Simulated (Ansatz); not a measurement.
Lattice vibrations of NaCl at Γ

Level of theory: Ansatz 0.2.0, DFT PBE, scalar-relativistic, plane waves, PAW. Settings: 420 eV plane-wave cutoff, Γ-centred 8×8×8 mesh, fixed occupations. No spin polarisation. Phonons by linear response, acoustic sum rule imposed.

Equilibrium structure at this level:
```xyz
2
Lattice="-2.2107 2.2107 3.1287 2.2107 -2.2107 3.1287 2.2107 2.2107 -3.1287" Properties=species:S:1:pos:R:3 pbc="T T T"
Na    0.0000    0.0000    0.0000
Cl    2.2107    0.0000    1.5644
```

The cell was found from a structure generator's guess, not taken from experiment.

Task: Is this structure stable against zone-centre distortions?

Result: Yes, at Γ: no optical mode is imaginary. Strains and other wave vectors aren't tested by this run.

Task: List the optical modes at Γ without the LO field (i marks imaginary ones).

Result:
```json
{"frequency (meV)": "22.9", "degeneracy": "2", "IR intensity of the level ((D/Å)²/amu)": "3.38"}
{"frequency (meV)": "22.9", "degeneracy": "1", "IR intensity of the level ((D/Å)²/amu)": "1.69"}
```
